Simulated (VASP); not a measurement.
# InP (F-43m) in VASP: notebook, part 2 of 2

VASP 6.6.1. The steps go on from the part before.

**3. Single point, HSE06**

Input file POSCAR:

```
InP
1.0
    0.0000000000      2.9305000000      2.9305000000
    2.9305000000      0.0000000000      2.9305000000
    2.9305000000      2.9305000000      0.0000000000
In P
1 1
Direct
    0.0000000000      0.0000000000      0.0000000000
    0.7500000000      0.7500000000      0.7500000000
```

Input file INCAR.step1:

```
SYSTEM = InP
  ALGO = Normal
  EDIFF = 1E-5
  ENCUT = 350
  GGA = PE
  ISIF = 2
  ISMEAR = 0
  LASPH = .True.
  LCHARG = .False.
  LREAL = .False.
  LWAVE = .True.
  NBANDS = 17
  NELM = 100
  NKRED = 2
  PREC = Accurate
  SIGMA = 0.01
```

Input file INCAR.step2:

```
SYSTEM = InP
  ALGO = Normal
  EDIFF = 1E-6
  ENCUT = 350
  GGA = PE
  HFSCREEN = 0.2
  ISIF = 2
  ISMEAR = 0
  ISTART = 1
  LASPH = .True.
  LCHARG = .False.
  LHFCALC = .True.
  LREAL = .False.
  LWAVE = .False.
  NBANDS = 17
  NELM = 100
  NKRED = 2
  PREC = Accurate
  PRECFOCK = Fast
  SIGMA = 0.01
```

Input file KPOINTS:

```
k-points
0
Gamma
  4 4 4
  0 0 0
```

Potentials or basis: VASP PAW PBE potentials, release 64 (In_d, P).

On the command line:

```console
cat potpaw_PBE.64/In_d/POTCAR potpaw_PBE.64/P/POTCAR > POTCAR
cp INCAR.step1 INCAR
mpirun -np 1 vasp_std > vasp.out
cp INCAR.step2 INCAR
mpirun -np 1 vasp_std > vasp.out
```

OUTCAR:

```text
SYSTEM = InP
   EDIFF = 1E-6
   ENCUT = 350
   GGA = PE
   HFSCREEN = 0.2
   ISIF = 2
   ISMEAR = 0
   ISTART = 1
   LASPH = .True.
   LHFCALC = .True.
   LREAL = .False.
   NELM = 100
   NKRED = 2
   PREC = Accurate
   PRECFOCK = Fast

 Found      8 irreducible k-points:

 Following reciprocal coordinates:
            Coordinates               Weight
  0.000000  0.000000  0.000000      1.000000
  0.250000  0.000000  0.000000      8.000000
  0.500000  0.000000  0.000000      4.000000
  0.250000  0.250000  0.000000      6.000000
  0.500000  0.250000  0.000000     24.000000
 -0.250000  0.250000  0.000000     12.000000
   k-points           NKPTS =      8   k-points in BZ     NKDIM =     64   number of bands    NBANDS=     17
   number of dos      NEDOS =    301   number of ions     NIONS =      2
   total plane-waves  NPLWV =  21952
   dimension x,y,z NGX =    28 NGY =   28 NGZ =   28
   dimension x,y,z NGXF=    56 NGYF=   56 NGZF=   56
   ions per type =               1   1
   NGX,Y,Z   is equivalent  to a cutoff of  11.23, 11.23, 11.23 a.u.
   NGXF,Y,Z  is equivalent  to a cutoff of  22.46, 22.46, 22.46 a.u.
 SYSTEM =  InP
   PREC   = accura    normal or accurate (medium, high low for compatibility)
   ISTART =      1    job   : 0-new  1-cont  2-samecut
   ICHARG =      0    charge: 1-file 2-atom 10-const
   ISPIN  =      1    spin polarized calculation?
   LNONCOLLINEAR =      F non collinear calculations
   LSORBIT =      F    spin-orbit coupling
   LASPH  =      T    aspherical Exc in radial PAW
   ENCUT  =  350.0 eV  25.72 Ry    5.07 a.u.   6.32  6.32  6.32*2*pi/ulx,y,z
   NELM   =    100;   NELMIN=  2; NELMDL=  0     # of ELM steps
   EDIFF  = 0.1E-05   stopping-criterion for ELM
   LREAL  =      F    real-space projection
   EDIFFG = 0.1E-04   stopping-criterion for IOM
   NSW    =      0    number of steps for IOM
   IBRION =     -1    ionic relax: 0-MD 1-quasi-New 2-CG
   NFREE  =      0    steps in history (QN), initial steepest desc. (CG)
   ISIF   =      2    stress and relaxation
   ISYM   =      3    0-nonsym 1-usesym 2-fastsym
   POTIM  = 0.5000    time-step for ionic-motion
   TEBEG  =    0.0;   TEEND  =   0.0 temperature during run
   PSTRESS=    0.0 pullay stress
   NELECT =      18.0000    total number of electrons
   NUPDOWN=      -1.0000    fix difference up-down
   EMIN   =  10.00;   EMAX   =-10.00  energy-range for DOS
   EFERMI =   0.00;   METHOD = LEGACY
   ISMEAR =     0;   SIGMA  =   0.01  broadening in eV -4-tet -1-fermi 0-gaus
   EFERMI_NEDOS =   21; number of points for ismear=-14 and -15
   IALGO  =     38    algorithm
   IMIX   =      1    mixing-type and parameters
     AMIX     =   0.40;   BMIX     =  1.00
     AMIX_MAG =   1.60;   BMIX_MAG =  1.00
  volume/ion in A,a.u.               =      25.17       169.83
  Fermi-wavevector in a.u.,A,eV,Ry     =   1.162021  2.195901 18.371846  1.350293
  Thomas-Fermi vector in A             =   2.298587
   LORBIT       =      0    0 simple, 1 ext, 2 COOP (PROOUT), +10 PAW based schemes
   GGA     = PE    functional components
   LHFCALC =     T    Hartree Fock is set to
   PRECFOCK=fast      Normal, Fast or Accurate (Low or Medium for compatibility)
   ENCUT4O =  -1.0   cutoff for four orbital integrals eV
   NKREDX  =     2    reduce k-point grid by
   NKREDY  =     2    reduce k-point grid by
   NKREDZ  =     2    reduce k-point grid by
   AEXX    =    0.2500 exact exchange contribution
   HFSCREEN=    0.2000 screening length (either q_TF or 0.3 A-1)
   HFSCREENC=   0.2000 screening length for correlation (either q_TF or 0.3 A-1)
   ENCUTFOCK=  -1.0 apply spherical cutoff to Coloumb kernel
   IVDW    =     0    specifies the selected vdW correction
   LEPSILON=     F    determine dielectric tensor
   LRPA    =     F    only Hartree local field effects (RPA)
 non-spin polarized calculation
 Gauss-broadening in eV      SIGMA  =   0.01
  energy-cutoff  :      350.00
  volume of cell :       50.33
 maximum number of plane-waves:       754
 NGX is ok and might be reduce to    28
  NGX = 16; NGY = 16; NGZ = 16

 number of electron      17.9999990 magnetization

 Free energy of the ion-electron system (eV)
  ---------------------------------------------------
  ext. energy  EPLUGINS =         0.00000000
  ---------------------------------------------------
  free energy    TOTEN  =       -10.14216762 eV

  energy without entropy =      -10.14216762  energy(sigma->0) =      -10.14216762

 E-fermi :   4.5831     XC(G=0):  -7.7119

 val. band max:        4.5059260052   @ k =   0.0000   0.0000   0.0000
 cond. band min:       6.4955367370   @ k =   0.0000   0.0000   0.0000
 fundamental gap:      1.9896107318
 Fermi energy:         4.5830770742

 k-point     1 :       0.0000    0.0000    0.0000
  band No.  band energies     occupation
      1     -11.1309      2.00000
      2     -11.1309      2.00000
      3     -11.1309      2.00000
      4     -10.9563      2.00000
      5     -10.9563      2.00000
      6      -7.9835      2.00000
[... 9 lines left out ...]
     16      15.2903      0.00000
     17      17.0229      0.00000

 k-point     2 :       0.2500    0.0000    0.0000
  band No.  band energies     occupation
      1     -11.1782      2.00000
      2     -11.1100      2.00000
      3     -11.1100      2.00000
      4     -10.9661      2.00000
      5     -10.9661      2.00000
      6      -7.2358      2.00000
[... 9 lines left out ...]
     16      14.9013      0.00000
     17      18.3245      0.00000

 k-point     3 :       0.5000    0.0000    0.0000
  band No.  band energies     occupation
      1     -11.2475      2.00000
      2     -11.0888      2.00000
      3     -11.0888      2.00000
      4     -10.9444      2.00000
      5     -10.9444      2.00000
      6      -6.1463      2.00000
[... 9 lines left out ...]
     16      16.5970      0.00000
     17      18.4690      0.00000

 k-point     4 :       0.2500    0.2500    0.0000
  band No.  band energies     occupation
      1     -11.2215      2.00000
      2     -11.0789      2.00000
      3     -11.0789      2.00000
      4     -10.9875      2.00000
      5     -10.9603      2.00000
      6      -6.9905      2.00000
[... 9 lines left out ...]
     16      18.0810      0.00000
     17      19.0900      0.00000

 k-point     5 :       0.5000    0.2500    0.0000
  band No.  band energies     occupation
      1     -11.2703      2.00000
      2     -11.0590      2.00000
      3     -11.0582      2.00000
      4     -10.9872      2.00000
      5     -10.9463      2.00000
      6      -5.8268      2.00000
[... 9 lines left out ...]
     16      18.0342      0.00000
     17      18.2242      0.00000

 k-point     6 :      -0.2500    0.2500    0.0000
  band No.  band energies     occupation
      1     -11.2377      2.00000
      2     -11.0784      2.00000
      3     -11.0768      2.00000
      4     -10.9798      2.00000
      5     -10.9593      2.00000
      6      -6.2363      2.00000
[... 9 lines left out ...]
     16      17.9047      0.00000
     17      18.1384      0.00000

 [... further k-points ...]

------------------------ aborting loop because EDIFF is reached ----------------------------------------

  FORCE on cell =-STRESS in cart. coord.  units (eV):
  Direction    XX          YY          ZZ          XY          YZ          ZX
  --------------------------------------------------------------------------------------
  -------------------------------------------------------------------------------------
  Total        0.1929980      0.1929980      0.1929980     -0.0000000      0.0000000     -0.0000000
  in kB        6.1433916      6.1433916      6.1433916     -0.0000000      0.0000000     -0.0000000
  external PRESSURE =       6.1433916 kB  Pullay stress =       0.0000000 kB

 VOLUME and BASIS-vectors are now :
 -----------------------------------------------------------------------------
  energy-cutoff  :      350.00
  volume of cell :       50.33
      direct lattice vectors                 reciprocal lattice vectors
     0.000000000  2.930500000  2.930500000    -0.170619348  0.170619348  0.170619348
     2.930500000  0.000000000  2.930500000     0.170619348 -0.170619348  0.170619348
     2.930500000  2.930500000  0.000000000     0.170619348  0.170619348 -0.170619348

 POSITION                                       TOTAL-FORCE (eV/Angst)
 -----------------------------------------------------------------------------------
      0.00000      0.00000      0.00000         0.000000      0.000000     -0.000000
      4.39575      4.39575      4.39575        -0.000000     -0.000000      0.000000
 -----------------------------------------------------------------------------------
    total drift:                               -0.000118     -0.000123     -0.000061

  FREE ENERGIE OF THE ION-ELECTRON SYSTEM (eV)
  ---------------------------------------------------
  free  energy   TOTEN  =       -10.1421676233 eV

  energy  without entropy=      -10.1421676233  energy(sigma->0) =      -10.14216762
```

Wall time 32 s (1 thread of AMD EPYC 7R13 (Zen 3), shared host); peak memory 0.22 GiB.

These settings aren't checked as converged: the numbers below hold their error.

Results:

```yaml
Free_energy: -10.1422 eV
Pressure: 0.6 GPa
Band_gap_on_the_k_mesh: 1.99 eV, direct
```

Caveat: the k mesh is coarse (spacing up to 0.46 Å⁻¹), so the values aren't converged, least of all with exact exchange; the PAW data sets were made with another functional, which shifts forces and pressure a little; spin-orbit coupling is left out, which moves the levels of the heavy elements.

**4. Single point, HSE06**

POSCAR is that of step 3.

INCAR.step1: that of step 3 with these lines changed.

```diff
@@ -3,3 +3,3 @@
   EDIFF = 1E-5
-  ENCUT = 350
+  ENCUT = 300
   GGA = PE
@@ -13,3 +13,3 @@
   NELM = 100
-  NKRED = 2
+  NKRED = 1
   PREC = Accurate
```

INCAR.step2: that of step 3 with these lines changed.

```diff
@@ -3,3 +3,3 @@
   EDIFF = 1E-6
-  ENCUT = 350
+  ENCUT = 300
   GGA = PE
@@ -16,3 +16,3 @@
   NELM = 100
-  NKRED = 2
+  NKRED = 1
   PREC = Accurate
```

Input file KPOINTS:

```
k-points
0
Gamma
  5 5 5
  0 0 0
```

On the command line:

```console
cat potpaw_PBE.64/In_d/POTCAR potpaw_PBE.64/P/POTCAR > POTCAR
cp INCAR.step1 INCAR
mpirun -np 1 vasp_std > vasp.out
cp INCAR.step2 INCAR
mpirun -np 1 vasp_std > vasp.out
```

Run time: 3.7 min. Hardware: 1 thread of AMD EPYC 7R13 (Zen 3), shared host; peak memory 0.21 GiB.

The run converged, but some of its settings lie outside the range that counts as converged, so its numbers aren't taken as properties of the crystal.

What came out:

```yaml
Free_energy: -9.9879 eV
Pressure: 1.0 GPa
Band_gap_on_the_k_mesh: 1.52 eV, direct
```

Caveat: the cutoff is under 1.25 times the usual one of these potentials, so pressure, stress and relaxed cells hold a basis-set (Pulay) error; the PAW data sets were made with another functional, which shifts forces and pressure a little; spin-orbit coupling is left out, which moves the levels of the heavy elements.

**5. For comparison**

An earlier run on the cell as given: functional PBEsol; potentials or basis VASP PAW PBE potentials, release 64 (In_d, P); cutoff 520 eV; k mesh 8 × 8 × 8; occupations fermi-dirac, width 0.05 eV; no spin polarisation.

* Pressure: 0.6 GPa
* Band gap on the k mesh: 0.61 eV, direct
